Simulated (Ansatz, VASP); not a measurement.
## One calculation of NiO, two programs

```
Ni O
1.0
     0.00000    2.24063    2.24063
     2.24063    0.00000    2.24063
     2.24063    2.24063    0.00000
Ni O
1 1
Direct
  0.00000 0.00000 0.00000
  0.75000 0.75000 0.75000
```

The cell was built by a generator and needn't be a form met in nature.

Alike in both runs: task relaxation of the atoms; functional PBE; k mesh 7 × 7 × 7; occupations fermi-dirac, width 0.05 eV; collinear spin.

```csv
,VASP,Ansatz
version,VASP 6.6.1,Ansatz 0.2.0
potentials or method,"VASP PAW PBE potentials, release 64 (Ni, O)",Ansatz PAW
plane-wave cutoff (eV),520,420
valence electrons in the cell,16,24
```

VASP gave:

* gap on the k mesh at the Fermi level, each at its own relaxed structure (eV): none
* net moment per atom (μB): 0.93
* size of the moment on the site where the two differ most (μB): 1.46

Q: What did Ansatz give for the same quantities?

A: gap on the k mesh at the Fermi level, each at its own relaxed structure (eV): none; net moment per atom (μB): 0.95; size of the moment on the site where the two differ most (μB): 1.44.

Site moments also hang on the region over which each program counts them. A gap of «none» marks a metal or a gap that the smearing closes. The two sets of potentials don't hold the same shells in valence.

Caveats: the relaxation stopped at its first step, so nothing moved; a cell with one magnetic atom can't hold antiferromagnetic order, which such compounds often take; semilocal functionals often make such compounds metallic where correlation or magnetic order opens a gap, which also shifts bond lengths.
